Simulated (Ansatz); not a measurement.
Cu Kα1 powder pattern (kinematic, no thermal factors).
2θ (°) (relative intensity): 11.51 (3), 17.31 (2), 20.68 (4), 25.13 (2), 29.05 (50), 29.12 (100), 31.41 (1), 33.39 (2), 34.07 (2), 41.60 (76), 41.65 (38), 46.94 (1), 51.58 (40), 60.20 (6), 60.37 (12), 68.25 (17), 68.37 (17), 68.41 (17), 75.87 (13), 75.99 (25)

The pattern is computed from a structure relaxed with DFT PBE, scalar-relativistic, plane waves, PAW (Ansatz 0.2.0). No spin polarisation. Its elements are Cd, Hg, Te.

Task: Give the structure.

Result: Cd3Hg2Te5.
Space group I4/mmm (No. 139). a = 4.333 Å, b = 4.333 Å, c = 30.718 Å, α = 90.00°, β = 90.00°, γ = 90.00°
```
atom  site  symmetry       x       y       z
  Cd    4e       4mm  0.5000  0.5000  0.2003
  Cd    2b     4/mmm  0.5000  0.5000  0.0000
  Hg    4e       4mm  0.5000  0.5000  0.4003
  Te    4e       4mm  0.5000  0.5000  0.2990
  Te    4e       4mm  0.0000  0.0000  0.3999
  Te    2a     4/mmm  0.0000  0.0000  0.0000
```

A pattern alone doesn't exclude other cells with like lines; this is the one computed.

It was reached by relaxing an invented guess, and it needn't be the stable form of this composition.
